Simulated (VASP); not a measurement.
# Te (P3_121) in VASP: further runs

One crystal, Te, is run at these levels: PBEsol; tasks: dielectric tensor.

All numbers are computed with VASP 6.6.1; they aren't measurements. Logs are shortened: lines on timing, memory, paths and dates and some standing lists are left out, and cuts for length are marked.

## 1. The structure

The structure is trigonal, space group P3_121 (No. 152). The conventional cell has a = 4.454 Å, b = 4.454 Å, c = 5.924 Å, α = 90.00°, β = 90.00°, γ = 120.00°. Te (site symmetry 2) is surrounded by 2 Te at 2.86 Å.

## 2. Dielectric tensor, PBEsol

INCAR

```
ALGO = Normal ; EDIFF = 1E-8
ENCUT = 300 ; GGA = PS
ISIF = 2 ; ISMEAR = 0
LASPH = True ; LCHARG = False
LEPSILON = True ; LREAL = False
LWAVE = False ; NELM = 100
PREC = Accurate ; SIGMA = 0.01
```

KPOINTS

```
k-points
0
Gamma
  7 7 5
```

POSCAR

```
Te
1.0
    4.4540000000      0.0000000000      0.0000000000
   -2.2270000000      3.8572771485      0.0000000000
    0.0000000000      0.0000000000      5.9240000000
Te
3
Direct
    0.7310000000      0.7310000000      0.0000000000
    0.0000000000      0.2690000000      0.6666666667
    0.2690000000      0.0000000000      0.3333333333
```

Potentials or basis: VASP PAW PBE potentials, release 64 (Te).

Command:

```
$ cat potpaw_PBE.64/Te/POTCAR > POTCAR
$ mpirun -np 1 vasp_std > vasp.out
```

OUTCAR:

```text
EDIFF = 1E-8
   ENCUT = 300
   GGA = PS
   ISIF = 2
   ISMEAR = 0
   LASPH = True
   LEPSILON = True
   LREAL = False
   NELM = 100
   PREC = Accurate

 Found     32 irreducible k-points:

 Following reciprocal coordinates:
            Coordinates               Weight
  0.000000  0.000000  0.000000      1.000000
  0.142857  0.000000  0.000000      6.000000
  0.285714  0.000000  0.000000      6.000000
  0.428571  0.000000  0.000000      6.000000
  0.142857  0.142857  0.000000      6.000000
  0.285714  0.142857  0.000000     12.000000
   k-points           NKPTS =     32   k-points in BZ     NKDIM =     32   number of bands    NBANDS=     13
   number of dos      NEDOS =    301   number of ions     NIONS =      3
   total plane-waves  NPLWV =  28224
   dimension x,y,z NGX =    28 NGY =   28 NGZ =   36
   dimension x,y,z NGXF=    56 NGYF=   56 NGZF=   72
   ions per type =               3
   NGX,Y,Z   is equivalent  to a cutoff of  10.45, 10.45, 10.10 a.u.
   NGXF,Y,Z  is equivalent  to a cutoff of  20.90, 20.90, 20.21 a.u.
 SYSTEM =  unknown system
   PREC   = accura    normal or accurate (medium, high low for compatibility)
   ISTART =      0    job   : 0-new  1-cont  2-samecut
   ICHARG =      2    charge: 1-file 2-atom 10-const
   ISPIN  =      1    spin polarized calculation?
   LNONCOLLINEAR =      F non collinear calculations
   LSORBIT =      F    spin-orbit coupling
   LASPH  =      T    aspherical Exc in radial PAW
   ENCUT  =  300.0 eV  22.05 Ry    4.70 a.u.   6.29  6.29  8.37*2*pi/ulx,y,z
   NELM   =    100;   NELMIN=  2; NELMDL= -5     # of ELM steps
   EDIFF  = 0.1E-07   stopping-criterion for ELM
   LREAL  =      F    real-space projection
   EDIFFG = 0.1E-06   stopping-criterion for IOM
   NSW    =      0    number of steps for IOM
   IBRION =     -1    ionic relax: 0-MD 1-quasi-New 2-CG
   NFREE  =      0    steps in history (QN), initial steepest desc. (CG)
   ISIF   =      2    stress and relaxation
   ISYM   =      2    0-nonsym 1-usesym 2-fastsym
   POTIM  = 0.5000    time-step for ionic-motion
   TEBEG  =    0.0;   TEEND  =   0.0 temperature during run
   PSTRESS=    0.0 pullay stress
   NELECT =      18.0000    total number of electrons
   NUPDOWN=      -1.0000    fix difference up-down
   EMIN   =  10.00;   EMAX   =-10.00  energy-range for DOS
   EFERMI =   0.00;   METHOD = LEGACY
   ISMEAR =     0;   SIGMA  =   0.01  broadening in eV -4-tet -1-fermi 0-gaus
   EFERMI_NEDOS =   21; number of points for ismear=-14 and -15
   IALGO  =     38    algorithm
[... 150 lines left out ...]
     -0.59906      1.03761      3.94933        -0.063094      0.109282     -0.000000
      1.19813      0.00000      1.97467         0.126188      0.000000      0.000000
 -----------------------------------------------------------------------------------
    total drift:                                0.000000     -0.000000      0.000000

  FREE ENERGIE OF THE ION-ELECTRON SYSTEM (eV)
  ---------------------------------------------------
  free  energy   TOTEN  =       -10.5463548129 eV

  energy  without entropy=      -10.5463548129  energy(sigma->0) =      -10.54635481

 HEAD OF MICROSCOPIC STATIC DIELECTRIC TENSOR (INDEPENDENT PARTICLE, excluding Hartree and local field effects)
 ------------------------------------------------------
          40.099075     0.000000     0.000000
           0.000000    40.099075     0.000000
           0.000000     0.000000    70.976217
 ------------------------------------------------------

 Free energy of the ion-electron system (eV)
  ---------------------------------------------------
  ---------------------------------------------------
  free energy    TOTEN  =       -10.54103826 eV

  energy without entropy =      -10.54103826

------------------------ aborting loop because EDIFF is reached ----------------------------------------

--------------------------------------- Ionic step        2  -------------------------------------------

------------------------ aborting loop because EDIFF is reached ----------------------------------------

--------------------------------------- Ionic step        3  -------------------------------------------

 Free energy of the ion-electron system (eV)
  ---------------------------------------------------
  ---------------------------------------------------
  free energy    TOTEN  =       -19.77435280 eV

  energy without entropy =      -19.77435280

------------------------ aborting loop because EDIFF is reached ----------------------------------------

 PIEZOELECTRIC TENSOR FIELD DIRECTION 3  (e Angst)
 -----------------------------------------------------------------------------
     0.00275  0.00000  0.00000           ( -0.00001  0.00000  0.00000)
    -0.00000  0.00275  0.00000           (  0.00000 -0.00001  0.00000)
     0.00000  0.00000  0.04500           (  0.00000  0.00000 -0.00002)

 PIEZOELECTRIC TENSOR FIELD DIRECTION 3  (C/m^2)
 -----------------------------------------------------------------------------
     0.00043  0.00000  0.00000
    -0.00000  0.00043  0.00000
     0.00000  0.00000  0.00708

 MACROSCOPIC STATIC DIELECTRIC TENSOR (including local field effects in DFT)
 ------------------------------------------------------
          36.867787     0.000000     0.000000
           0.000000    36.867787     0.000000
          -0.000000     0.000000    68.633589
 ------------------------------------------------------

 PIEZOELECTRIC TENSOR (including local field effects)  for field in x, y, z        (e  Angst)
          XX          YY          ZZ          XY          YZ          ZX
  --------------------------------------------------------------------------------
  x    -3.23772     3.23772     0.00000     0.00000     0.94881     0.00000
  y    -0.00000     0.00000     0.00000     3.23772    -0.00000    -0.94882
  z     0.00000     0.00000     0.00000    -0.00000     0.00000    -0.00000

 PIEZOELECTRIC TENSOR (including local field effects)  for field in x, y, z        (C/m^2)
          XX          YY          ZZ          XY          YZ          ZX
  --------------------------------------------------------------------------------
  x    -0.50969     0.50969     0.00000     0.00000     0.14936     0.00000
  y    -0.00000     0.00000     0.00000     0.50969    -0.00000    -0.14936
  z     0.00000     0.00000     0.00000    -0.00000     0.00000    -0.00000

 BORN EFFECTIVE CHARGES (including local field effects) (in |e|, cummulative output)
 ---------------------------------------------------------------------------------
 ion    1
    1    -1.31536     2.27826     2.15527
    2     2.27826     1.31536    -1.24435
    3     2.53228    -1.46201     0.00000
 ion    2
    1    -1.31536    -2.27826    -2.15527
    2    -2.27826     1.31536    -1.24435
    3    -2.53228    -1.46201     0.00000
 ion    3
    1     2.63071     0.00000     0.00000
    2     0.00000    -2.63071     2.48870
    3    -0.00000     2.92403     0.00000
```

OSZICAR:

```text
N       E                     dE             d eps       ncg     rms          rms(c)
DAV:   1     0.558424304256E+02    0.55842E+02   -0.47558E+03   832   0.706E+02
[... 12 lines left out ...]
RMM:   8    -0.197740621681E+02   -0.18913E-02   -0.78972E-05  1839   0.178E-02    0.107E-02
RMM:   9    -0.197743360674E+02   -0.27390E-03    0.16048E-05  1928   0.464E-03    0.243E-03
RMM:  10    -0.197743284271E+02    0.76403E-05    0.71971E-07  1901   0.110E-03    0.176E-03
RMM:  11    -0.197743432084E+02   -0.14781E-04   -0.60057E-06  1890   0.525E-04    0.294E-04
RMM:  12    -0.197743520888E+02   -0.88804E-05   -0.74754E-06  1718   0.174E-04    0.217E-04
RMM:  13    -0.197743530106E+02   -0.92175E-06   -0.22073E-06   817   0.637E-05    0.157E-05
RMM:  14    -0.197743524835E+02    0.52709E-06   -0.87118E-09   298   0.492E-05    0.190E-05
RMM:  15    -0.197743528000E+02   -0.31653E-06   -0.72423E-09   218   0.499E-05    0.701E-07
```

stdout:

```text
POSCAR found type information on POSCAR Te
 POSCAR found :  1 types and       3 ions
 scaLAPACK will be used
 -----------------------------------------------------------------------------
|                                                                             |
|                                                                             |
|     You enforced a specific xc type in the INCAR file but a different       |
[... 44 lines left out ...]
  Direction:   1
 dielectric tensor                  component  1 :    36.867     0.346    16.036
 Linear response to external field, progress :
  Direction:   2
 dielectric tensor                  component  2 :     0.043    36.868    -0.000
 Linear response to external field, progress :
  Direction:   3
 dielectric tensor                  component  3 :     6.395   -27.966    68.634
 Born effective charges drift removed
```

Run time: 3.5 min. Hardware: 1 thread of AMD EPYC 9R45 (Zen 5), shared host; peak memory 0.25 GiB.

The run converged, but some of its settings lie outside the range that counts as converged, so its numbers aren't taken as properties of the crystal.

Results:

```yaml
Band_gap_on_the_k_mesh: 0.59 eV, indirect (least direct gap 0.76 eV)
Electronic_dielectric_tensor_diagonal: 36.87, 36.87, 68.63
Born_charges_mean_of_the_diagonal: Te +0.00 e
```

Caveat: the gap is small at this level, which inflates the dielectric constant; the PAW data sets were made with another functional, which shifts forces and pressure a little; spin-orbit coupling is left out, which moves the levels of the heavy elements; an odd mesh through Γ misses points on the zone boundary, where band edges often lie.

## 3. Dielectric tensor, PBEsol

Edit INCAR of step 2 so:

```diff
@@ -1,3 +1,3 @@
 ALGO = Normal ; EDIFF = 1E-8
-ENCUT = 300 ; GGA = PS
+ENCUT = 350 ; GGA = PS
 ISIF = 2 ; ISMEAR = 0
```

KPOINTS is that of step 2.

POSCAR is that of step 2.

Potentials or basis: VASP PAW PBE potentials, release 64 (Te).

Command:

```
$ cat potpaw_PBE.64/Te/POTCAR > POTCAR
$ mpirun -np 1 vasp_std > vasp.out
```

OUTCAR:

```text
EDIFF = 1E-8
   ENCUT = 350
   GGA = PS
   ISIF = 2
   ISMEAR = 0
   LASPH = True
   LEPSILON = True
   LREAL = False
   NELM = 100
   PREC = Accurate

 Found     32 irreducible k-points:

 Following reciprocal coordinates:
            Coordinates               Weight
  0.000000  0.000000  0.000000      1.000000
  0.142857  0.000000  0.000000      6.000000
  0.285714  0.000000  0.000000      6.000000
  0.428571  0.000000  0.000000      6.000000
  0.142857  0.142857  0.000000      6.000000
  0.285714  0.142857  0.000000     12.000000
   k-points           NKPTS =     32   k-points in BZ     NKDIM =     32   number of bands    NBANDS=     13
   number of dos      NEDOS =    301   number of ions     NIONS =      3
   total plane-waves  NPLWV =  28224
   dimension x,y,z NGX =    28 NGY =   28 NGZ =   36
   dimension x,y,z NGXF=    56 NGYF=   56 NGZF=   72
   ions per type =               3
   NGX,Y,Z   is equivalent  to a cutoff of  10.45, 10.45, 10.10 a.u.
   NGXF,Y,Z  is equivalent  to a cutoff of  20.90, 20.90, 20.21 a.u.
 SYSTEM =  unknown system
   PREC   = accura    normal or accurate (medium, high low for compatibility)
   ISTART =      0    job   : 0-new  1-cont  2-samecut
   ICHARG =      2    charge: 1-file 2-atom 10-const
   ISPIN  =      1    spin polarized calculation?
   LNONCOLLINEAR =      F non collinear calculations
   LSORBIT =      F    spin-orbit coupling
   LASPH  =      T    aspherical Exc in radial PAW
   ENCUT  =  350.0 eV  25.72 Ry    5.07 a.u.   6.79  6.79  9.04*2*pi/ulx,y,z
   NELM   =    100;   NELMIN=  2; NELMDL= -5     # of ELM steps
   EDIFF  = 0.1E-07   stopping-criterion for ELM
   LREAL  =      F    real-space projection
   EDIFFG = 0.1E-06   stopping-criterion for IOM
   NSW    =      0    number of steps for IOM
   IBRION =     -1    ionic relax: 0-MD 1-quasi-New 2-CG
   NFREE  =      0    steps in history (QN), initial steepest desc. (CG)
   ISIF   =      2    stress and relaxation
   ISYM   =      2    0-nonsym 1-usesym 2-fastsym
   POTIM  = 0.5000    time-step for ionic-motion
   TEBEG  =    0.0;   TEEND  =   0.0 temperature during run
   PSTRESS=    0.0 pullay stress
   NELECT =      18.0000    total number of electrons
   NUPDOWN=      -1.0000    fix difference up-down
   EMIN   =  10.00;   EMAX   =-10.00  energy-range for DOS
   EFERMI =   0.00;   METHOD = LEGACY
   ISMEAR =     0;   SIGMA  =   0.01  broadening in eV -4-tet -1-fermi 0-gaus
   EFERMI_NEDOS =   21; number of points for ismear=-14 and -15
   IALGO  =     38    algorithm
   IMIX   =      4    mixing-type and parameters
     AMIX     =   0.40;   BMIX     =  1.00
     AMIX_MAG =   1.60;   BMIX_MAG =  1.00
  volume/ion in A,a.u.               =      33.93       228.94
  Fermi-wavevector in a.u.,A,eV,Ry     =   0.918933  1.736531 11.489263  0.844437
  Thomas-Fermi vector in A             =   2.044070
   LORBIT       =      0    0 simple, 1 ext, 2 COOP (PROOUT), +10 PAW based schemes
   GGA     = PS    functional components
   LHFCALC =     F    Hartree Fock is set to
   AEXX    =    0.0000 exact exchange contribution
   IVDW    =     0    specifies the selected vdW correction
   LEPSILON=     T    determine dielectric tensor
   LRPA    =     F    only Hartree local field effects (RPA)
 non-spin polarized calculation
 Gauss-broadening in eV      SIGMA  =   0.01
[... 118 lines left out ...]
  -------------------------------------------------------------------------------------
  Total       -0.6254032     -0.6254032     -0.4384418     -0.0000000      0.0000000      0.0000000
  in kB       -9.8452009     -9.8452009     -6.9020241     -0.0000000      0.0000000      0.0000000
  external PRESSURE =      -8.8641419 kB  Pullay stress =       0.0000000 kB

 VOLUME and BASIS-vectors are now :
 -----------------------------------------------------------------------------
  energy-cutoff  :      350.00
  volume of cell :      101.78
      direct lattice vectors                 reciprocal lattice vectors
     4.454000000  0.000000000  0.000000000     0.224517288  0.129625117  0.000000000
    -2.227000000  3.857277149  0.000000000     0.000000000  0.259250233  0.000000000
     0.000000000  0.000000000  5.924000000     0.000000000  0.000000000  0.168804862

 POSITION                                       TOTAL-FORCE (eV/Angst)
 -----------------------------------------------------------------------------------
      1.62794      2.81967      0.00000        -0.062961     -0.109052      0.000000
     -0.59906      1.03761      3.94933        -0.062961      0.109052     -0.000000
      1.19813      0.00000      1.97467         0.125923      0.000000     -0.000000
 -----------------------------------------------------------------------------------
    total drift:                                0.000000     -0.000000      0.000000

  FREE ENERGIE OF THE ION-ELECTRON SYSTEM (eV)
  ---------------------------------------------------
  free  energy   TOTEN  =       -10.5460701061 eV

  energy  without entropy=      -10.5460701061  energy(sigma->0) =      -10.54607011

 HEAD OF MICROSCOPIC STATIC DIELECTRIC TENSOR (INDEPENDENT PARTICLE, excluding Hartree and local field effects)
 ------------------------------------------------------
          40.098071     0.000000     0.000000
           0.000000    40.098071     0.000000
           0.000000     0.000000    70.973181
 ------------------------------------------------------

 Free energy of the ion-electron system (eV)
  ---------------------------------------------------
  ---------------------------------------------------
  free energy    TOTEN  =       -10.54082618 eV

  energy without entropy =      -10.54082618

------------------------ aborting loop because EDIFF is reached ----------------------------------------

--------------------------------------- Ionic step        2  -------------------------------------------

------------------------ aborting loop because EDIFF is reached ----------------------------------------

--------------------------------------- Ionic step        3  -------------------------------------------

 Free energy of the ion-electron system (eV)
  ---------------------------------------------------
  ---------------------------------------------------
  free energy    TOTEN  =       -19.77359407 eV

  energy without entropy =      -19.77359407

------------------------ aborting loop because EDIFF is reached ----------------------------------------

 PIEZOELECTRIC TENSOR FIELD DIRECTION 3  (e Angst)
 -----------------------------------------------------------------------------
     0.00276  0.00001  0.00000           ( -0.00001  0.00000  0.00000)
    -0.00001  0.00276 -0.00000           (  0.00000 -0.00001  0.00000)
     0.00000  0.00000  0.04501           (  0.00000  0.00000 -0.00002)

 PIEZOELECTRIC TENSOR FIELD DIRECTION 3  (C/m^2)
 -----------------------------------------------------------------------------
     0.00043  0.00000  0.00000
    -0.00000  0.00043 -0.00000
     0.00000  0.00000  0.00709

 MACROSCOPIC STATIC DIELECTRIC TENSOR (including local field effects in DFT)
 ------------------------------------------------------
          36.867017     0.000000     0.000000
           0.000000    36.867017    -0.000000
           0.000000     0.000000    68.631006
 ------------------------------------------------------

 PIEZOELECTRIC TENSOR (including local field effects)  for field in x, y, z        (e  Angst)
          XX          YY          ZZ          XY          YZ          ZX
  --------------------------------------------------------------------------------
  x    -3.23764     3.23764     0.00000     0.00000     0.94857     0.00000
  y     0.00000    -0.00000     0.00000     3.23764    -0.00000    -0.94858
  z     0.00000    -0.00000     0.00000    -0.00001     0.00000     0.00000

 PIEZOELECTRIC TENSOR (including local field effects)  for field in x, y, z        (C/m^2)
          XX          YY          ZZ          XY          YZ          ZX
  --------------------------------------------------------------------------------
  x    -0.50967     0.50967     0.00000     0.00000     0.14933     0.00000
  y     0.00000    -0.00000     0.00000     0.50967    -0.00000    -0.14933
  z     0.00000    -0.00000     0.00000    -0.00000     0.00000     0.00000

 BORN EFFECTIVE CHARGES (including local field effects) (in |e|, cummulative output)
 ---------------------------------------------------------------------------------
 ion    1
    1    -1.31534     2.27823     2.15523
    2     2.27823     1.31534    -1.24432
    3     2.53233    -1.46204    -0.00000
 ion    2
    1    -1.31534    -2.27823    -2.15523
    2    -2.27823     1.31534    -1.24432
    3    -2.53233    -1.46204    -0.00000
 ion    3
    1     2.63068     0.00000     0.00000
    2     0.00000    -2.63068     2.48864
    3     0.00000     2.92408    -0.00000
```

stdout:

```text
POSCAR found type information on POSCAR Te
 POSCAR found :  1 types and       3 ions
 scaLAPACK will be used
 -----------------------------------------------------------------------------
|                                                                             |
|                                                                             |
|     You enforced a specific xc type in the INCAR file but a different       |
[... 48 lines left out ...]
  Direction:   1
 dielectric tensor                  component  1 :    36.867     0.345    16.035
 Linear response to external field, progress :
  Direction:   2
 dielectric tensor                  component  2 :     0.043    36.867    -0.000
 Linear response to external field, progress :
  Direction:   3
 dielectric tensor                  component  3 :     6.394   -27.964    68.631
 Born effective charges drift removed
```

Run time: 3.5 min. Hardware: 1 thread of AMD EPYC 9R45 (Zen 5), shared host; peak memory 0.28 GiB.

The run converged, but some of its settings lie outside the range that counts as converged, so its numbers aren't taken as properties of the crystal.

What came out:

```
Band gap on the k mesh                  : 0.59 eV, indirect (least direct gap 0.76 eV)
Electronic dielectric tensor (diagonal) : 36.87, 36.87, 68.63
Born charges (mean of the diagonal)     : Te +0.00 e
```

Caveat: the gap is small at this level, which inflates the dielectric constant; the PAW data sets were made with another functional, which shifts forces and pressure a little; spin-orbit coupling is left out, which moves the levels of the heavy elements; an odd mesh through Γ misses points on the zone boundary, where band edges often lie.

(Part 1 of 3 ends here.)
